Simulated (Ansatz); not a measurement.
# Ga: the cost of one run

Program: Ansatz 0.2.0. Level of theory: DFT PBE, scalar-relativistic, plane waves, PAW. These are calculated values, not measurements.

2 further runs of the same task are left out: 1 that didn't finish, 1 set aside as unsound or not needed. Runs told in other sessions of the task aren't counted.

**1. The structure to begin with**

The structure is tetragonal, space group P4/mmm (No. 123). The conventional cell has a = 3.581 Å, b = 3.581 Å, c = 2.898 Å, α = 90.00°, β = 90.00°, γ = 90.00°. Around Ga (site symmetry 4/mmm) lie 2 Ga at 2.90 Å.

As a file:

```cif
data_structure
_symmetry_space_group_name_H-M 'P4/mmm'
_symmetry_Int_Tables_number 123
_cell_length_a 3.5807
_cell_length_b 3.5807
_cell_length_c 2.8976
_cell_angle_alpha 90.000
_cell_angle_beta 90.000
_cell_angle_gamma 90.000
_cell_volume 37.15
loop_
_atom_site_label
_atom_site_type_symbol
_atom_site_symmetry_multiplicity
_atom_site_Wyckoff_symbol
_atom_site_fract_x
_atom_site_fract_y
_atom_site_fract_z
_atom_site_occupancy
Ga1 Ga 1 b 0.00000 0.00000 0.50000 1
```

The cell is invented: random cell by space group and Wyckoff sites (P4/mmm, No. 123). The dimensions are guesses.

**2. Probe: one point on a coarse mesh**

input.yaml

```yaml
crystal:
  lattice:
    - [3.58066191, 0.0, 0.0]
    - [0.0, 3.58066191, 0.0]
    - [0.0, 0.0, 2.8975814]
  atoms:
    - { symbol: Ga, position: [0.0, 0.0, 0.5] }
basis:
  ecutwfc: 420
kpoints:
  mp_grid: { grid: [6, 6, 6] }
hamiltonian:
  xc: pbe
scf:
  occupations: { method: gaussian, width: 0.1 }
  lower_state_search: "off"
output:
  forces: true
  stress: true
  eigenvalues: true
```

Command:

```bash
ansatz run input.yaml --threads 1 --pin off --max-ram 2560MiB --backend cpu --events-out ev --progress --plain --runs-dir out
```

**Question.** How long does this run take on 1 thread of Arm Neoverse N1, shared host, and how much memory does it need?

About 1.9 s, with a peak of 0.27 GiB.
